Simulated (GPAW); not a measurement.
# TiO2 (Anatase) (I4_1/amd) in GPAW: reference runs

Reference runs on TiO2 (Anatase): the cell as given.

Everything below comes from runs of GPAW 26.7.0. Logs are shortened: lines on timing, memory, paths and dates and some standing lists are left out, and cuts for length are marked. The log counts tension as positive stress, the text compression.

## (1) Starting point

Symmetry: I4_1/amd, No. 141, tetragonal system. The conventional cell has a = 3.784 Å, b = 3.784 Å, c = 9.515 Å, α = 90.00°, β = 90.00°, γ = 90.00°. Around Ti (site symmetry -4m2) lie 6 O at 1.93 to 1.98 Å. Around O (site symmetry 2mm) lie 3 Ti at 1.93 to 1.98 Å.

## (2) Single point, PBE

Contents of run.py:

```python
from ase import Atoms
from ase.dft.bandgap import bandgap
from ase.io import write
from ase.units import GPa
from gpaw import GPAW, PW

atoms = Atoms(['Ti', 'Ti', 'O', 'O', 'O', 'O'],
              cell=[[-1.8921, 1.8921, 4.7573],
                    [1.8921, -1.8921, 4.7573],
                    [1.8921, 1.8921, -4.7573]],
              scaled_positions=[[0.75, 0.25, 0.5],
                                [0.0, 0.0, 0.0],
                                [0.7919, 0.7919, 0.0],
                                [0.5419, 0.0419, 0.5],
                                [0.9581, 0.4581, 0.5],
                                [0.2081, 0.2081, 0.0]],
              pbc=True)

calc = GPAW(mode=PW(800),
            xc='PBE',
            kpts={'size': (10, 10, 10), 'gamma': True},
            occupations={'name': 'fermi-dirac', 'width': 0.05},
            nbands=43,
            convergence={'density': 1e-05, 'energy': 1e-05},
            maxiter=150,
            txt='gpaw.txt')
atoms.calc = calc
energy = atoms.get_potential_energy()
forces = atoms.get_forces()
stress = atoms.get_stress()
calc.write('gs.gpw')
write('result.traj', atoms)
print(f'Energy: {energy:.6f} eV')
print('Forces (eV/A):')
print(forces.round(4))
print('Stress (GPa):', (stress / GPa).round(3))
print('Fermi level:', round(calc.get_fermi_level(), 4), 'eV')
print(f'Gap: {bandgap(calc)[0]:.4f} eV, direct: {bandgap(calc, direct=True)[0]:.4f} eV')
```

Potentials or basis: GPAW PAW data sets (gpaw-data 1.2.1), pw.

Started as:

```bash
$ OMP_NUM_THREADS=1 python run.py
```

gpaw.txt:

```text
__  _  _
 | _ |_)|_||  |
 |__||  | ||/\| - 26.7.0

Input parameters:
  mode=PW(ecut=800.0),
  convergence={'density': 1e-05, 'energy': 1e-05},
  kpts=MonkhorstPack(size=(10, 10, 10), gamma=True),
  maxiter=150,
  nbands=43,
  occupations=Occupations(name='fermi-dirac', width=0.05),
  xc=XC(name='PBE')

Diagonalizing LCAO Hamiltonian
Converting LCAO to pw mode

       O

         O

         Ti

       O O

       Ti

Atoms  # Å, Bohr magnetons
|   | symbol |         x |         y |        z |    initial magnetic moments |
|---|--------|-----------|-----------|----------|-----------------------------|
| 0 |     Ti |  0.000000 |  1.892100 | 2.378650 | ( 0.0000,  0.0000,  0.0000) |
| 1 |     Ti |  0.000000 |  0.000000 | 0.000000 | ( 0.0000,  0.0000,  0.0000) |
| 2 |      O | -0.000000 |  0.000000 | 7.534612 | ( 0.0000,  0.0000,  0.0000) |
| 3 |      O |  0.000000 |  1.892100 | 0.398662 | ( 0.0000,  0.0000,  0.0000) |
| 4 |      O |  0.000000 |  1.892100 | 4.358638 | ( 0.0000,  0.0000,  0.0000) |
| 5 |      O |  0.000000 | -0.000000 | 1.979988 | ( 0.0000,  0.0000,  0.0000) |

Unit cell  # Å
| periodic |         x |         y |         z |  lengths |     angles |
|----------|-----------|-----------|-----------|----------|------------|
|      yes | -1.892100 |  1.892100 |  4.757300 | 5.458204 | 139.434593 |
|      yes |  1.892100 | -1.892100 |  4.757300 | 5.458204 | 139.434593 |
|      yes |  1.892100 |  1.892100 | -4.757300 | 5.458204 |  58.712803 |

Number of symmetries: 8
Symmetry operations  # r_c * U_cc + t_c -> r_c
|   | kind |            matrix            |
|---|------|------------------------------|
| 0 |  σ   |  1, 1, 1,  0, 0,-1,  0,-1, 0 |
| 1 |  E   |  1, 0, 0,  0, 1, 0,  0, 0, 1 |
| 2 |  C2  |  0, 1, 0,  1, 0, 0, -1,-1,-1 |
| 3 |  S4  |  0, 0, 1, -1,-1,-1,  0, 1, 0 |
| 4 |  σ   |  0, 0,-1,  1, 1, 1, -1, 0, 0 |
| 5 |  C2  |  0,-1, 0, -1, 0, 0,  0, 0,-1 |
| 6 |  C2  | -1, 0, 0,  0,-1, 0,  1, 1, 1 |
| 7 |  S4  | -1,-1,-1,  0, 0, 1,  1, 0, 0 |

BZ-sampling:
  Number of BZ points: 1000
  Number of IBZ points: 102

  Monkhorst-Pack size: [10, 10, 10]
  Monkhorst-Pack shift: [0.05, 0.05, 0.05]

K-points  # in reciprocal-cell coordinates
|     |                                coordinates |     weight |
|-----|--------------------------------------------|------------|
|   0 | (  0.00000000,   0.00000000,   0.00000000) | 0.00100000 |
|   1 | (  0.10000000,  -0.10000000,   0.00000000) | 0.00400000 |
|   2 | (  0.10000000,  -0.10000000,   0.10000000) | 0.00400000 |
|   3 | (  0.10000000,   0.00000000,   0.00000000) | 0.00800000 |
|   4 | (  0.10000000,   0.10000000,  -0.10000000) | 0.00200000 |
|   5 | (  0.20000000,  -0.20000000,   0.00000000) | 0.00400000 |
|   6 | (  0.20000000,  -0.20000000,   0.10000000) | 0.00800000 |
|   7 | (  0.20000000,  -0.20000000,   0.20000000) | 0.00400000 |
|   8 | (  0.20000000,  -0.10000000,   0.00000000) | 0.01600000 |
|   9 | (  0.20000000,  -0.10000000,   0.10000000) | 0.00800000 |
| ... |                                            |            |
| 101 | (  0.50000000,   0.50000000,   0.50000000) | 0.00100000 |

Plane wave coefficients: 3540
Cutoff: 800.0 eV

Spin-components: 1 (collinear spins)
Bands:           43
Projectors:      32
Spin-degeneracy: 2
Datatype:        complex128

Parallelization:
  kpt:    1
  domain: 1
  band:   1

Density:
  Valence electrons: 48.0
  Components: 1
  Grid points: [36 36 36]
  Charge: 0.0  # |e|

Potential:
  Grid points: [36 36 36]

species:
  Ti:
    name:    Titanium
    Z:       22.0
    valence: 12
    core:    10
    charge:  0.0  # [|e|]
    compensation charges:
      type: gauss
      rc: 0.38  # [Å]
      lmax: 2
    cutoffs:
      filter: 2.23  # [Å]
      core: 1.02  # [Å]
    projectors
    | kind |    occ | energy [eV] | rcut [Å] |
    |------|--------|-------------|----------|
    |   3s |  2.000 |     -62.623 |    1.270 |
    |   4s |  2.000 |      -4.466 |    1.270 |
    |   3p |  6.000 |     -38.862 |    1.058 |
    |   4p |  0.000 |      -1.466 |    1.058 |
    |   3d |  2.000 |      -4.258 |    1.058 |
    |    d |        |      22.953 |    1.058 |

    Using partial waves for Ti as LCAO basis

  O:
    name:    Oxygen
    Z:       8.0
    valence: 6
    core:    2
    charge:  0.0  # [|e|]
    compensation charges:
      type: gauss
      rc: 0.21  # [Å]
      lmax: 2
    cutoffs:
      filter: 1.17  # [Å]
      core: 0.83  # [Å]
    projectors
    | kind |    occ | energy [eV] | rcut [Å] |
    |------|--------|-------------|----------|
    |   2s |  2.000 |     -23.961 |    0.688 |
    |   2p |  4.000 |      -9.029 |    0.598 |
    |    s |        |       3.251 |    0.688 |
    |    p |        |      18.182 |    0.598 |
    |    d |        |       0.000 |    0.619 |

    Using partial waves for O as LCAO basis

Reference energy: -54611.437768  # eV

eigensolver:
  PPCG
  Converge bands: occupied
  niter=2

density mixing:
  MSR1-Mixer
  Pratt-step length: 0.05
  Maximum mixing coefficient: 0.75
  Old densities: 10
  SVD Regularization: 0.005
  Good broyden scale: 1.0
  Trust region scale: 1.0
  Backstep threshold: 4.0
  History deletion threshold: 6.0
  Fourier metric: weight=20.0, sigma=0.015

occupation numbers:
  Fermi-Dirac:
    width: 0.0500  # eV

poisson solver:
  ecut: 6400.0  # eV

xc functional:
  name: PBE with 2 nearest neighbor stencil

convergence criteria:
- Maximum integral of absolute [dens]ity change: 1e-05 electrons / valence electron
- Maximum [total energy] change in last 3 cyles: 1e-05 eV / valence electron
- Maximum integral of absolute [eigenst]ate change: 4e-08 eV^2 / valence electron
maximum number of iterations: 150

SCF iterations
|iter     | |      energy | eigst |  dens |
|---------|-|-------------|-------|-------|
|iter:   1| |  -61.695677 | +0.10 |       |
|iter:   2| |  -58.670721 | -1.76 | -0.78 |
|iter:   3| |  -52.978128 | -0.61 | -0.84 |
|iter:   4| |  -52.453965 | -1.79 | -1.31 |
|iter:   5| |  -52.425563 | -2.54 | -1.59 |
|iter:   6| |  -52.417455 | -3.47 | -1.99 |
|iter:   7| |  -52.417525 | -4.64 | -2.88 |
|iter:   8| |  -52.417556c| -5.79 | -3.41 |
|iter:   9| |  -52.417558c| -7.06 | -4.05 |
|iter:  10| |  -52.417557c| -7.65c| -4.30 |
|iter:  11| |  -52.417557c| -8.09c| -4.92 |
|iter:  12| |  -52.417557c| -8.36c| -5.31c|

Converged in 12 steps
Energy contributions relative to reference atoms: (reference = -54611.437768)

Energy contributions:
  Kinetic:          62.118337
  Coulomb:         -71.494652
  Zero:              1.288263
  External:          0.000000
  Xc:              -44.329505
  Entropy:          -0.000000
  Spinorbit:         0.000000
  ----------------------------
  Free energy:     -52.417557
  Extrapolated:    -52.417557

dipole moment: (-26.539334, -6.881743, 11.331754)  # |e|*Ang

Fermi level: 5.136
Eigenvalues  # (at kpt = [0.000, 0.000, 0.000])
| band index |      eig [eV] | occ [0-2] |
|------------|---------------|-----------|
|          0 |       -52.201 |     2.000 |
|        ... |               |           |
|         16 |         2.050 |     2.000 |
|         17 |         2.050 |     2.000 |
|         18 |         2.104 |     2.000 |
|         19 |         3.358 |     2.000 |
|         20 |         3.375 |     2.000 |
|         21 |         3.375 |     2.000 |
[... 8 lines left out ...]
|         30 |         9.192 |     0.000 |
|         31 |         9.472 |     0.000 |
|        ... |               |           |
|         42 |        22.602 |     0.000 |

Gap: 2.145 eV
Transition (v -> c):
  (s=0, k=33, n=23, [0.40, -0.40, 0.00]) -> (s=0, k=0, n=24, [0.00, 0.00, 0.00])
Direct/indirect transitions are different
Direct gap: 2.473 eV
Transition at: (s=0, k=30, n=23, [0.30, 0.30, -0.30])

Forces  # eV/Ang
|        x |        y |        z |
|----------|----------|----------|
| -0.00000 | -0.00000 |  0.00000 |  # Ti   0
|  0.00000 |  0.00000 | -0.00000 |  # Ti   1
|  0.00000 |  0.00000 | -0.13496 |  # O    2
|  0.00000 |  0.00000 | -0.13497 |  # O    3
|  0.00000 |  0.00000 |  0.13497 |  # O    4
|  0.00000 |  0.00000 |  0.13496 |  # O    5

Stress tensor  # eV/Ang^3
|         x |         y |         z |
|-----------|-----------|-----------|
| -0.036419 |  0.000000 | -0.000000 |
|  0.000000 | -0.036419 | -0.000000 |
| -0.000000 | -0.000000 | -0.044346 |

# Writing to gs.gpw (mode='')
```

Wall time 5.5 min (1 thread of Intel Xeon Platinum 8488C (Sapphire Rapids), shared host); peak memory 0.52 GiB.

Results:

```
Free energy            : -52.4176 eV
Pressure               : 6.3 GPa
Largest force          : 0.135 eV/Å
Band gap on the k mesh : 2.15 eV, indirect (least direct gap 2.47 eV)
```

Forces in eV/Å, atoms in the order of the input:
```
Ti   0.000  0.000  0.000
Ti   0.000  0.000  0.000
O    0.000  0.000 -0.135
O    0.000  0.000 -0.135
O    0.000  0.000  0.135
O    0.000  0.000  0.135
```

Stress tensor (GPa, compression positive):
```
5.84 0.00 0.00
0.00 5.84 0.00
0.00 0.00 7.11
```
